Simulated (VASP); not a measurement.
Set up this calculation in VASP 6.6.1, as the native input.

```yaml
Task: single point
Functional: PBE
Potentials_or_basis: VASP PAW PBE potentials, release 64 (Zn, S)
Cutoff: 520 eV
k_mesh: 8 × 8 × 5
Occupations: gaussian, width 0.012 eV
Spin: no spin polarisation
Further_INCAR_settings: ALGO = Fast; EDIFF = 1e-06
```

The structure of ZnS (Wurtzite-2H) lies in POSCAR:

```
ZnS
1.0
    3.8110000000      0.0000000000      0.0000000000
   -1.9055000000      3.3004228138      0.0000000000
    0.0000000000      0.0000000000      6.2340000000
Zn S
2 2
Direct
    0.6666666667      0.3333333333      0.5000000000
    0.3333333333      0.6666666667      0.0000000000
    0.6666666667      0.3333333333      0.8850000000
    0.3333333333      0.6666666667      0.3850000000
```

The input as run:

INCAR

```
PREC = Accurate
ENCUT = 520
EDIFF = 1E-6
ISMEAR = 0
SIGMA = 0.012
LREAL = False
LASPH = True
NELM = 60
ALGO = Fast
ISIF = 2
LWAVE = False
LCHARG = True
GGA = PE
LELF = True
LVHAR = True
```

KPOINTS

```
regular mesh
0
Gamma
  8 8 5
```

Potentials or basis: VASP PAW PBE potentials, release 64 (Zn, S).

Command:

```bash
$ cat potpaw_PBE.64/Zn/POTCAR potpaw_PBE.64/S/POTCAR > POTCAR
$ mpirun -np 1 vasp_std > vasp.out
```

It gave:

The pressure is 2.2 GPa, the largest force is 0.323 eV/Å and the band gap on the k mesh is 2.25 eV, direct.

Run time: 31 s on 1 thread of Intel(R) Xeon(R) Platinum 8559C (Emerald Rapids) (shared host), peak memory 0.19 GiB.
